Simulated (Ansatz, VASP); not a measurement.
# Ag in VASP and in Ansatz

```
Ag
1.0
     0.00000    2.92791    2.92791
     2.92791    0.00000    2.92791
     2.92791    2.92791    0.00000
Ag
2
Direct
  0.87500 0.87500 0.87500
  0.12500 0.12500 0.12500
```

Alike in both runs: functional LDA; k mesh 12 × 12 × 12; occupations fermi-dirac, width 0.1 eV; no spin polarisation.

Ansatz relaxed the structure, and its values are those at the end. VASP's run is a single point on that final structure, the one shown.

```csv
,VASP,Ansatz
version,VASP 6.6.1,Ansatz 0.2.0
potentials or method,"VASP PAW LDA potentials, release 64 (Ag), cutoff 520 eV","all-electron LAPW, scalar-relativistic"
```

|  | VASP | Ansatz | Ansatz less VASP |
| --- | --- | --- | --- |
| pressure (GPa) | 2.2 | 2.2 | +0.01 |

Ansatz ran all-electron here, so the differences hold the error of VASP's frozen core and of both bases.
